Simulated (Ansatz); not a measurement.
# Point defect: O interstitial in SnO2

All numbers below come from DFT PBE, scalar-relativistic, plane waves, PAW in Ansatz. Run with 420 eV cutoff, 3×3×3 k-mesh, Gaussian smearing of 0.01 eV, collinear spin in charge -1 alone.

Host crystal, relaxed:

```
CELL_PARAMETERS angstrom
4.82719 0.00000 0.00000
0.00000 4.82719 0.00000
0.00000 0.00000 3.23815
ATOMIC_POSITIONS crystal
Sn 0.50000 0.50000 0.50000
Sn 0.00000 0.00000 0.00000
O 0.19342 0.80658 0.50000
O 0.80658 0.19342 0.50000
O 0.30658 0.30658 0.00000
O 0.69342 0.69342 0.00000
```

Supercell of 24 atoms, rows in host cell vectors: -1 -1 0; 1 -1 0; 0 1 2. Atoms relax at the host's cell from a start displaced at random by 0.06 Å near the defect, so other minima may exist. The cell is small, so energies carry finite-size errors of tenths of an eV. The host's Kohn–Sham gap is 0.68 eV. Atoms are taken from and returned to the elements' standard states. Charged cells are corrected for image charges with the computed static dielectric tensor (mean 13.0) and aligned with the host's potential at far atoms (alignment terms reach 1.24 eV; the program doubts the alignment in some charges, where it is up to 1.24 eV). No band-filling term is added, and the Fermi level counts from the host's valence band top.

Starting moments were lost in some runs.

Defect: O interstitial set at (0.000, 0.500, 0.250) of the host cell. In charges 0, -1, -2 some atom moved by up to 1.2 Å, so the relaxed defect can differ in kind from the start. Before relaxation its nearest neighbours are 4 O at 1.93 Å.

| charge | E_f at the valence band top (eV) | over the neutral state (eV) | moment (μB) | largest move (Å) | atoms near the site |
| --- | --- | --- | --- | --- | --- |
| 0 | 2.44 | 0.00 | 0.00 | 1.20 | 1 O at 1.50 Å, 1 Sn at 2.06 Å, 1 Sn at 2.22 Å, 1 O at 2.51 Å, 1 O at 2.60 Å, 1 Sn at 2.75 Å, 1 O at 2.78 Å, 1 O at 2.87 Å |
| -1 | 4.76 | 2.32 | 0.00 | 1.20 | 1 O at 1.50 Å |
| -2 | 8.40 | 5.96 | 0.00 | 1.19 | 1 O at 1.51 Å |

Among the charges computed the stable one is 0 at the valence band top and stays so across the gap. In charge -1, -2 the extra carrier would gain by moving to a band edge of the host, so it isn't bound in the gap. In charge -1 the cell has partly filled bands: a level of the defect may be part filled, the carrier may sit in the host's bands, or levels may cross between the k points, so transitions that involve it are doubtful. Other sites of the defect weren't tried.